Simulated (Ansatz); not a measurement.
A 4-atom cell of AgCl (Cmcm) from a materials database, relaxed with r2SCAN, was run in Ansatz under altered settings. All numbers are computed, without spin polarisation but where a row says otherwise.

```xyz
4
Lattice="1.8631 -5.5560 0.0000 1.8631 5.5560 0.0000 0.0000 0.0000 3.9420" Properties=species:S:1:pos:R:3 pbc="T T T"
Ag    1.8631    1.1581    2.9565
Ag    1.8631   -1.1581    0.9855
Cl    1.8631   -4.0661    0.9855
Cl    1.8631    4.0661    2.9565
```

The base run's other keys:
```yaml
kpoints:
  mp_grid: { grid: [4, 4, 4] }
hamiltonian:
  xc: hse06
scf:
  occupations: { method: fixed }
  n_extra_bands: 5
```

It takes 18 iterations with 1601 plane waves at 420 eV and 21 k points, and leaves a mean stress of +1.44 GPa. The gap over this mesh is 1.869 eV. It ran on 4 threads of Intel(R) Xeon(R) Processor @ 2.50GHz (Skylake/Cascade Lake), on a shared host.

Outcomes, with energy and stress as changes against the base:
```csv
setting,outcome,ΔF (meV/atom),Δ mean stress (GPa),gap on the mesh (eV),iterations,wall time
"PBE hybrid, exx coeff 0.1, omega 0.3 1/Å",converged,–,+0.2,0.913,16,45 s
"PBE hybrid, exx coeff 0.5, omega 0.5 1/Å",converged,–,+0.1,2.188,19,56 s
"PBE hybrid, exx coeff 0.2, omega 0.1 1/Å",converged,–,0.0,1.836,18,63 s
"PBE hybrid, exx coeff 1.5, omega 0.1 1/Å",refused,–,–,–,–,0.06 s
scf.occupations: gaussian 0.05,converged,0.0,0.0,1.869,18,52 s
```
A dash marks a value that wasn't obtained or can't be compared. Stress is positive in compression. The base took 52 s.

- PBE hybrid, exx coeff 0.1, omega 0.3 1/Å. That is 10 % exact exchange, screened with ω = 0.3 1/Å, against HSE06's 25 % screened at 0.208 1/Å. The mean stress moves by +0.2 GPa and the gap on the mesh by -0.956 eV (to 0.913). Totals of different functionals aren't comparable.
- PBE hybrid, exx coeff 0.5, omega 0.5 1/Å. That is 50 % exact exchange, screened with ω = 0.5 1/Å, against HSE06's 25 % screened at 0.208 1/Å. The mean stress moves by +0.1 GPa and the gap on the mesh by +0.319 eV (to 2.188). Totals of different functionals aren't comparable.
- PBE hybrid, exx coeff 0.2, omega 0.1 1/Å. That is 20 % exact exchange, screened with ω = 0.1 1/Å, against HSE06's 25 % screened at 0.208 1/Å. The mean stress moves by 0.0 GPa and the gap on the mesh by -0.033 eV (to 1.836). Totals of different functionals aren't comparable. The program warns that on this mesh the truncation of the exchange isn't bounded, so part of the change can be an error of the mesh.
- PBE hybrid, exx coeff 1.5, omega 0.1 1/Å. The program doesn't start. Error: invalid value for `hamiltonian.xc.exx.coeff`: must be finite and in (0, 1]; got 1.5

Within 1 meV an atom, 0.1 GPa and 0.005 eV of the base stay: scf.occupations: gaussian 0.05.

The runs are scalar-relativistic, without spin-orbit coupling.

The program warns that its thresholds are loose for a hybrid's stress.

The meshes of the hybrids are coarse, so their gaps aren't converged to the digits shown.
